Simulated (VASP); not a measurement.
Wanted: the native input for a VASP 6.6.1 run.

- Task: relaxation of cell and atoms
- Functional: PBE
- Potentials or basis: VASP PAW PBE potentials, release 64 (Mg, O)
- Cutoff: 600 eV
- k mesh: 10 × 10 × 10
- Occupations: fermi-dirac, width 0.05 eV
- Spin: no spin polarisation
- Dipole correction: no
- Further INCAR settings: ALGO = Normal; EDIFF = 1e-07; IBRION = 2; EDIFFG = -0.01; NSW = 60; ISIF = 3

The structure of MgO lies in POSCAR:

```
MgO
1.0
    0.0000000000      2.3061600000      2.3061600000
    2.3061600000      0.0000000000      2.3061600000
    2.3061600000      2.3061600000      0.0000000000
Mg O
1 1
Direct
    0.5000000000      0.5000000000      0.5000000000
    0.7500000000      0.7500000000      0.7500000000
```

The cell was built by a generator and needn't be a form met in nature.

The input as run:

INCAR

```
PREC = Accurate
ENCUT = 600
EDIFF = 1E-7
ISMEAR = -1
SIGMA = 0.05
LREAL = False
LASPH = True
NELM = 100
ALGO = Normal
ISIF = 3
LWAVE = False
LCHARG = False
GGA = PE
IBRION = 2
NSW = 60
EDIFFG = -0.01
```

KPOINTS

```
regular mesh
0
Gamma
  10 10 10
```

Potentials or basis: VASP PAW PBE potentials, release 64 (Mg, O).

The run is started by

```console
$ cat potpaw_PBE.64/Mg/POTCAR potpaw_PBE.64/O/POTCAR > POTCAR
$ mpirun -np 1 vasp_std > vasp.out
```

It gave:

- Relaxed volume: 12.21 Å³/atom
- Relaxed cell: a = 3.256 Å, b = 3.256 Å, c = 3.256 Å, α = 60.00°, β = 60.00°, γ = 60.00°
- Space group after relaxing (to 0.05 Å): F-43m (No. 216)
- Energy gained by relaxing: 0.1 meV/atom
- Ionic steps: 3
- Pressure after relaxing: 0.0 GPa
- Band gap on the k mesh: 3.49 eV, direct

Run time: 11 s on 1 thread of Intel(R) Xeon(R) 6975P-C (Granite Rapids) (shared host), peak memory 0.17 GiB.
